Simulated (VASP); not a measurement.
# AlP (F-43m) in VASP: further runs

The runs below take AlP through single point, with PBEsol.

Program: VASP 6.6.1. These are calculated values, not measurements. Logs are shortened: lines on timing, memory, paths and dates and some standing lists are left out, and cuts for length are marked.

**Experimental background.**

From a printed reference work, data compilation, for a bulk crystal of AlP at 4.2 K: band gap 2.505 eV (indirect).

The results are compared with them further down.

**1. The cell of the first run**

It takes space group F-43m (No. 216, cubic). The conventional cell has a = 5.469 Å, b = 5.469 Å, c = 5.469 Å, α = 90.00°, β = 90.00°, γ = 90.00°. Within 3.1 Å of Al (site symmetry -43m) lie 4 P at 2.37 Å. Within 3.1 Å of P (site symmetry -43m) lie 4 Al at 2.37 Å.

**2. Single point, PBEsol**

INCAR

```
SYSTEM = AlP
PREC = Accurate
ENCUT = 500
EDIFF = 1E-6
ISMEAR = 0
SIGMA = 0.05
LREAL = .False.
LASPH = .True.
NELM = 120
ALGO = Normal
ISIF = 2
LWAVE = .False.
LCHARG = .False.
GGA = PS
NBANDS = 11
GGA_COMPAT = .False.
```

KPOINTS

```
regular mesh
0
Gamma
  10 10 10
  0 0 0
```

POSCAR

```
AlP
1.0
    0.0000000000      2.7345548838      2.7345548838
    2.7345548838      0.0000000000      2.7345548838
    2.7345548838      2.7345548838      0.0000000000
Al P
1 1
Direct
    0.0000000000      0.0000000000      0.0000000000
    0.7500000000      0.7500000000      0.7500000000
```

Potentials or basis: VASP PAW PBE potentials, release 64 (Al, P).

Launch:

```bash
cat potpaw_PBE.64/Al/POTCAR potpaw_PBE.64/P/POTCAR > POTCAR
mpirun -np 1 vasp_std > vasp.out
```

OUTCAR:

```text
SYSTEM = AlP
   PREC = Accurate
   ENCUT = 500
   EDIFF = 1E-6
   ISMEAR = 0
   LREAL = .False.
   LASPH = .True.
   NELM = 120
   ISIF = 2
   GGA = PS

 ion  position               nearest neighbor table
   1  0.000  0.000  0.000-   2 2.37   2 2.37   2 2.37   2 2.37
   2  0.750  0.750  0.750-   1 2.37   1 2.37   1 2.37   1 2.37

  LATTYP: Found a face centered cubic cell.
 ALAT       =     5.4691097676

  Lattice vectors:

 A1 = (   0.0000000000,   2.7345548838,   2.7345548838)
 A2 = (   2.7345548838,   0.0000000000,   2.7345548838)
 A3 = (   2.7345548838,   2.7345548838,   0.0000000000)

Analysis of symmetry for initial positions (statically):
=====================================================================
 Subroutine PRICEL returns:
 Original cell was already a primitive cell.

 Routine SETGRP: Setting up the symmetry group for a
 face centered cubic supercell.

 Subroutine GETGRP returns: Found 24 space group operations
 (whereof 24 operations were pure point group operations)
 out of a pool of 48 trial point group operations.

The static configuration has the point symmetry T_d .

Analysis of symmetry for dynamics (positions and initial velocities):
=====================================================================
 Subroutine PRICEL returns:
 Original cell was already a primitive cell.

 Routine SETGRP: Setting up the symmetry group for a
 face centered cubic supercell.

 Subroutine GETGRP returns: Found 24 space group operations
 (whereof 24 operations were pure point group operations)
 out of a pool of 48 trial point group operations.

The dynamic configuration has the point symmetry T_d .

 Subroutine INISYM returns: Found 24 space group operations
 (whereof 24 operations are pure point group operations),
 and found     1 'primitive' translations

----------------------------------------------------------------------------------------

                                     Primitive cell

  volume of cell :      40.8969

  direct lattice vectors                    reciprocal lattice vectors
     0.000000000  2.734554884  2.734554884    -0.182845114  0.182845114  0.182845114
     2.734554884  0.000000000  2.734554884     0.182845114 -0.182845114  0.182845114
     2.734554884  2.734554884  0.000000000     0.182845114  0.182845114 -0.182845114

  length of vectors
     3.867244604  3.867244604  3.867244604     0.316697028  0.316697028  0.316697028

  position of ions in fractional coordinates (direct lattice)
     0.000000000  0.000000000  0.000000000
     0.750000000  0.750000000  0.750000000

[... 85 lines left out ...]
   TEBEG  =    0.0;   TEEND  =   0.0 temperature during run
   PSTRESS=    0.0 pullay stress
   NELECT =       8.0000    total number of electrons
   NUPDOWN=      -1.0000    fix difference up-down
   EMIN   =  10.00;   EMAX   =-10.00  energy-range for DOS
   EFERMI =   0.00;   METHOD = LEGACY
   ISMEAR =     0;   SIGMA  =   0.05  broadening in eV -4-tet -1-fermi 0-gaus
   EFERMI_NEDOS =   21; number of points for ismear=-14 and -15
   IALGO  =     38    algorithm
   IMIX   =      4    mixing-type and parameters
     AMIX     =   0.40;   BMIX     =  1.00
     AMIX_MAG =   1.60;   BMIX_MAG =  1.00
  volume/ion in A,a.u.               =      20.45       137.99
  Fermi-wavevector in a.u.,A,eV,Ry     =   0.950331  1.795865 12.287814  0.903129
  Thomas-Fermi vector in A             =   2.078698
   LORBIT       =      0    0 simple, 1 ext, 2 COOP (PROOUT), +10 PAW based schemes
   GGA     = PS    functional components
   LHFCALC =     F    Hartree Fock is set to
   AEXX    =    0.0000 exact exchange contribution
   IVDW    =     0    specifies the selected vdW correction
   LEPSILON=     F    determine dielectric tensor
   LRPA    =     F    only Hartree local field effects (RPA)
 non-spin polarized calculation
 Gauss-broadening in eV      SIGMA  =   0.05
  energy-cutoff  :      500.00
  volume of cell :       40.90
 maximum number of plane-waves:      1056
   NGX = 15   NGY = 15   NGZ = 15

 number of electron       8.0000000 magnetization

 Free energy of the ion-electron system (eV)
  ---------------------------------------------------
  ext. energy  EPLUGINS =         0.00000000
  ---------------------------------------------------
  free energy    TOTEN  =       -10.99609291 eV

  energy without entropy =      -10.99609291  energy(sigma->0) =      -10.99609291

 E-fermi :   4.7592     XC(G=0):  -9.3460

 val. band max:        4.4888408335   @ k =   0.0000   0.0000   0.0000
 cond. band min:       5.9375485176   @ k =   0.5000   0.5000   0.0000
 fundamental gap:      1.4487076840
 Fermi energy:         4.7591570828

 k-point     1 :       0.0000    0.0000    0.0000
  band No.  band energies     occupation
      1      -7.0099      2.00000
      2       4.4888      2.00000
      3       4.4888      2.00000
      4       4.4888      2.00000
      5       7.6503      0.00000
      6       8.9946      0.00000
      7       8.9946      0.00000
      8       8.9946      0.00000
      9      13.2859      0.00000
     10      13.2859      0.00000
     11      14.5500      0.00000
[... 309 lines left out ...]
 k-point    24 :       0.4000    0.3000    0.0000
  band No.  band energies     occupation
      1      -5.3578      2.00000
      2       0.1781      2.00000
      3       2.4068      2.00000
      4       2.7367      2.00000
      5       6.7667      0.00000
      6       7.8431      0.00000
      7      12.3875      0.00000
      8      12.6676      0.00000
      9      14.9580      0.00000
     10      15.9542      0.00000
     11      17.9565      0.00000

 [... further k-points ...]

------------------------ aborting loop because EDIFF is reached ----------------------------------------

  FORCE on cell =-STRESS in cart. coord.  units (eV):
  Direction    XX          YY          ZZ          XY          YZ          ZX
  --------------------------------------------------------------------------------------
  -------------------------------------------------------------------------------------
  Total        0.0245472      0.0245472      0.0245472      0.0000000      0.0000000     -0.0000000
  in kB        0.9616641      0.9616641      0.9616641      0.0000000      0.0000000     -0.0000000
  external PRESSURE =       0.9616641 kB  Pullay stress =       0.0000000 kB

 VOLUME and BASIS-vectors are now :
 -----------------------------------------------------------------------------
  energy-cutoff  :      500.00
  volume of cell :       40.90
      direct lattice vectors                 reciprocal lattice vectors
     0.000000000  2.734554884  2.734554884    -0.182845114  0.182845114  0.182845114
     2.734554884  0.000000000  2.734554884     0.182845114 -0.182845114  0.182845114
     2.734554884  2.734554884  0.000000000     0.182845114  0.182845114 -0.182845114

 POSITION                                       TOTAL-FORCE (eV/Angst)
 -----------------------------------------------------------------------------------
      0.00000      0.00000      0.00000        -0.000000      0.000000     -0.000000
      4.10183      4.10183      4.10183         0.000000     -0.000000      0.000000
 -----------------------------------------------------------------------------------
    total drift:                               -0.000000     -0.000000     -0.000000

  FREE ENERGIE OF THE ION-ELECTRON SYSTEM (eV)
  ---------------------------------------------------
  free  energy   TOTEN  =       -10.9960929084 eV

  energy  without entropy=      -10.9960929084  energy(sigma->0) =      -10.99609291
```

stdout:

```text
POSCAR found type information on POSCAR AlP
 POSCAR found :  2 types and       2 ions
 scaLAPACK will be used
 -----------------------------------------------------------------------------
|                                                                             |
|                                                                             |
|     You enforced a specific xc type in the INCAR file but a different       |
|     I HOPE YOU KNOW WHAT YOU ARE DOING!                                     |
|                                                                             |
 -----------------------------------------------------------------------------

 LDA part: xc-table for (Slater+PW92), standard interpolation
 POSCAR, INCAR and KPOINTS ok, starting setup
 FFT: planning ... GRIDC
 FFT: planning ... GRID_SOFT
 FFT: planning ... GRID
 WAVECAR not read
 entering main loop
```

Wall time 51 s (1 thread of Intel Xeon 8259CL, shared host); peak memory 0.16 GiB.

Results:

```
Free energy            : -10.9961 eV
Pressure               : 0.1 GPa
Band gap on the k mesh : 1.45 eV (least direct gap 3.16 eV)
```

Levels at points of the mesh, in eV from the valence-band top:
```tsv
k point	band 1	band 2	band 3	band 4	band 5	band 6	band 7	band 8
(0.00, 0.00, 0.00)	-11.50	0.00	0.00	0.00	3.16	4.51	4.51	4.51
(0.50, 0.00, 0.00)	-9.81	-5.56	-0.76	-0.76	2.71	4.75	4.75	8.07
(0.50, 0.50, 0.00)	-9.15	-5.32	-2.11	-2.11	1.45	2.37	10.95	10.95
```

Caveat: the PAW data sets were made with another functional, which shifts forces and pressure a little.

**3. Single point, PBEsol (20.53 Å³/atom)**

This run uses another cell than the first one, of 20.53 Å³/atom.

INCAR is that of step 2.

KPOINTS is that of step 2.

POSCAR

```
AlP
1.0
    0.0000000000      2.7381961063      2.7381961063
    2.7381961063      0.0000000000      2.7381961063
    2.7381961063      2.7381961063      0.0000000000
Al P
1 1
Direct
    0.0000000000      0.0000000000      0.0000000000
    0.7500000000      0.7500000000      0.7500000000
```

Potentials or basis: VASP PAW PBE potentials, release 64 (Al, P).

Launch:

```bash
cat potpaw_PBE.64/Al/POTCAR potpaw_PBE.64/P/POTCAR > POTCAR
mpirun -np 1 vasp_std > vasp.out
```

OUTCAR:

```text
SYSTEM = AlP
   PREC = Accurate
   ENCUT = 500
   EDIFF = 1E-6
   ISMEAR = 0
   LREAL = .False.
   LASPH = .True.
   NELM = 120
   ISIF = 2
   GGA = PS

 ion  position               nearest neighbor table
   1  0.000  0.000  0.000-   2 2.37   2 2.37   2 2.37   2 2.37
   2  0.750  0.750  0.750-   1 2.37   1 2.37   1 2.37   1 2.37

  LATTYP: Found a face centered cubic cell.
 ALAT       =     5.4763922126

  Lattice vectors:

 A1 = (   0.0000000000,   2.7381961063,   2.7381961063)
 A2 = (   2.7381961063,   0.0000000000,   2.7381961063)
 A3 = (   2.7381961063,   2.7381961063,   0.0000000000)

Analysis of symmetry for initial positions (statically):
=====================================================================
 Subroutine PRICEL returns:
 Original cell was already a primitive cell.

 Routine SETGRP: Setting up the symmetry group for a
 face centered cubic supercell.

 Subroutine GETGRP returns: Found 24 space group operations
 (whereof 24 operations were pure point group operations)
 out of a pool of 48 trial point group operations.

The static configuration has the point symmetry T_d .

Analysis of symmetry for dynamics (positions and initial velocities):
=====================================================================
 Subroutine PRICEL returns:
 Original cell was already a primitive cell.

 Routine SETGRP: Setting up the symmetry group for a
 face centered cubic supercell.

 Subroutine GETGRP returns: Found 24 space group operations
 (whereof 24 operations were pure point group operations)
 out of a pool of 48 trial point group operations.

The dynamic configuration has the point symmetry T_d .

 Subroutine INISYM returns: Found 24 space group operations
 (whereof 24 operations are pure point group operations),
 and found     1 'primitive' translations

----------------------------------------------------------------------------------------

                                     Primitive cell

  volume of cell :      41.0604

[... 115 lines left out ...]
   AEXX    =    0.0000 exact exchange contribution
   IVDW    =     0    specifies the selected vdW correction
   LEPSILON=     F    determine dielectric tensor
   LRPA    =     F    only Hartree local field effects (RPA)
 non-spin polarized calculation
 Gauss-broadening in eV      SIGMA  =   0.05
  energy-cutoff  :      500.00
  volume of cell :       41.06
 maximum number of plane-waves:      1056
   NGX = 15   NGY = 15   NGZ = 15

 number of electron       8.0000001 magnetization

 Free energy of the ion-electron system (eV)
  ---------------------------------------------------
  ext. energy  EPLUGINS =         0.00000000
  ---------------------------------------------------
  free energy    TOTEN  =       -10.99603237 eV

  energy without entropy =      -10.99603237  energy(sigma->0) =      -10.99603237

 E-fermi :   4.7190     XC(G=0):  -9.3308

 val. band max:        4.4524816880   @ k =   0.0000   0.0000   0.0000
 cond. band min:       5.9089357771   @ k =   0.5000   0.5000   0.0000
 fundamental gap:      1.4564540890
 Fermi energy:         4.7190214381

 k-point     1 :       0.0000    0.0000    0.0000
  band No.  band energies     occupation
      1      -7.0234      2.00000
      2       4.4525      2.00000
      3       4.4525      2.00000
      4       4.4525      2.00000
      5       7.5805      0.00000
      6       8.9527      0.00000
      7       8.9527      0.00000
      8       8.9527      0.00000
      9      13.2448      0.00000
     10      13.2448      0.00000
     11      14.4856      0.00000
[... 309 lines left out ...]
 k-point    24 :       0.4000    0.3000    0.0000
  band No.  band energies     occupation
      1      -5.3800      2.00000
      2       0.1495      2.00000
      3       2.3791      2.00000
      4       2.7072      2.00000
      5       6.7334      0.00000
      6       7.8057      0.00000
      7      12.3291      0.00000
      8      12.6150      0.00000
      9      14.8859      0.00000
     10      15.9039      0.00000
     11      17.8905      0.00000

 [... further k-points ...]

------------------------ aborting loop because EDIFF is reached ----------------------------------------

  FORCE on cell =-STRESS in cart. coord.  units (eV):
  Direction    XX          YY          ZZ          XY          YZ          ZX
  --------------------------------------------------------------------------------------
  -------------------------------------------------------------------------------------
  Total       -0.0639406     -0.0639406     -0.0639406     -0.0000000      0.0000000      0.0000000
  in kB       -2.4949592     -2.4949592     -2.4949592     -0.0000000      0.0000000      0.0000000
  external PRESSURE =      -2.4949592 kB  Pullay stress =       0.0000000 kB

 VOLUME and BASIS-vectors are now :
 -----------------------------------------------------------------------------
  energy-cutoff  :      500.00
  volume of cell :       41.06
      direct lattice vectors                 reciprocal lattice vectors
     0.000000000  2.738196106  2.738196106    -0.182601969  0.182601969  0.182601969
     2.738196106  0.000000000  2.738196106     0.182601969 -0.182601969  0.182601969
     2.738196106  2.738196106  0.000000000     0.182601969  0.182601969 -0.182601969

 POSITION                                       TOTAL-FORCE (eV/Angst)
 -----------------------------------------------------------------------------------
      0.00000      0.00000      0.00000         0.000000      0.000000      0.000000
      4.10729      4.10729      4.10729        -0.000000     -0.000000     -0.000000
 -----------------------------------------------------------------------------------
    total drift:                               -0.000000     -0.000000     -0.000000

  FREE ENERGIE OF THE ION-ELECTRON SYSTEM (eV)
  ---------------------------------------------------
  free  energy   TOTEN  =       -10.9960323713 eV

  energy  without entropy=      -10.9960323713  energy(sigma->0) =      -10.99603237
```

Run time: 47 s. Hardware: 1 thread of Intel Xeon 8259CL, shared host; peak memory 0.16 GiB.

Results:

```
Free energy            : -10.9960 eV
Pressure               : -0.2 GPa
Band gap on the k mesh : 1.46 eV (least direct gap 3.13 eV)
```

Levels at points of the mesh, in eV from the valence-band top:
| k point | band 1 | band 2 | band 3 | band 4 | band 5 | band 6 | band 7 | band 8 |
| --- | --- | --- | --- | --- | --- | --- | --- | --- |
| (0.00, 0.00, 0.00) | -11.48 | 0.00 | 0.00 | 0.00 | 3.13 | 4.50 | 4.50 | 4.50 |
| (0.50, 0.00, 0.00) | -9.80 | -5.54 | -0.76 | -0.76 | 2.70 | 4.75 | 4.75 | 8.06 |
| (0.50, 0.50, 0.00) | -9.14 | -5.31 | -2.11 | -2.11 | 1.46 | 2.37 | 10.92 | 10.92 |

Caveat: the PAW data sets were made with another functional, which shifts forces and pressure a little.

**4. Single point, PBEsol (20.46 Å³/atom)**

INCAR

```
SYSTEM = AlP
PREC = Accurate ; ENCUT = 500
EDIFF = 1E-6 ; ISMEAR = 0
SIGMA = 0.05 ; LREAL = .False.
LASPH = .True. ; NELM = 120
ALGO = Normal ; ISIF = 2
LWAVE = .False. ; LCHARG = .False.
GGA = PS ; NBANDS = 11
GGA_COMPAT = .False.
```

KPOINTS is that of step 3.

POSCAR

```
AlP
1.0
    0.0000000000      2.7352127642      2.7352127642
    2.7352127642      0.0000000000      2.7352127642
    2.7352127642      2.7352127642      0.0000000000
Al P
1 1
Direct
    0.0000000000      0.0000000000      0.0000000000
    0.7500000000      0.7500000000      0.7500000000
```

Launch:

```bash
cat potpaw_PBE.64/Al/POTCAR potpaw_PBE.64/P/POTCAR > POTCAR
mpirun -np 1 vasp_std > vasp.out
```

It took 51 s on 1 thread of Intel Xeon 8259CL, shared host; peak memory 0.16 GiB.

Results (log left out):

```yaml
Free_energy: -10.9961 eV
Pressure: 0.0 GPa
Band_gap_on_the_k_mesh: 1.45 eV (least direct gap 3.16 eV)
```

Levels at points of the mesh, in eV from the valence-band top:
```csv
k point,band 1,band 2,band 3,band 4,band 5,band 6,band 7,band 8
"(0.00, 0.00, 0.00)",-11.49,0.00,0.00,0.00,3.16,4.50,4.50,4.50
"(0.50, 0.00, 0.00)",-9.81,-5.56,-0.76,-0.76,2.71,4.75,4.75,8.06
"(0.50, 0.50, 0.00)",-9.15,-5.32,-2.11,-2.11,1.45,2.37,10.94,10.94
```

Caveat: the PAW data sets were made with another functional, which shifts forces and pressure a little.

**5. Summary**

```tsv
cell	gap on the mesh (eV)	pressure (GPa)
a = 3.867 Å, angles 60.0°, 2 atoms	1.45	0.1
a = 3.872 Å, angles 60.0°, 2 atoms	1.46	-0.2
a = 3.868 Å, angles 60.0°, 2 atoms	1.45	0.0
```

Alike in all rows: task single point; level PBEsol; potentials or basis VASP PAW PBE potentials, release 64 (Al, P); no spin polarisation; k mesh 10 × 10 × 10; cutoff (eV) 500; smearing gaussian 0.05 eV.

Caveats: the PAW data sets were made with another functional, which shifts forces and pressure a little.

Absolute energies hang on the potentials; compare differences alone.

**6. How close it comes**

Step 2. Against the measured gap of AlP, 2.505 eV (indirect; 4.2 K; a printed reference work, data compilation), the calculated 1.45 eV is off by -1.06 eV. The value is that of PBEsol on a finite k mesh, which can miss the band edges, without temperature or zero-point motion. Semilocal functionals fall short of measured gaps as a rule.

Step 3. Against the measured gap of AlP, 2.505 eV (indirect; 4.2 K; a printed reference work, data compilation), the calculated 1.46 eV is off by -1.05 eV. The value is that of PBEsol on a finite k mesh, which can miss the band edges, without temperature or zero-point motion. Semilocal functionals fall short of measured gaps as a rule.

Step 4. Against the measured gap of AlP, 2.505 eV (indirect; 4.2 K; a printed reference work, data compilation), the calculated 1.45 eV is off by -1.05 eV. The value is that of PBEsol on a finite k mesh, which can miss the band edges, without temperature or zero-point motion. Semilocal functionals fall short of measured gaps as a rule.
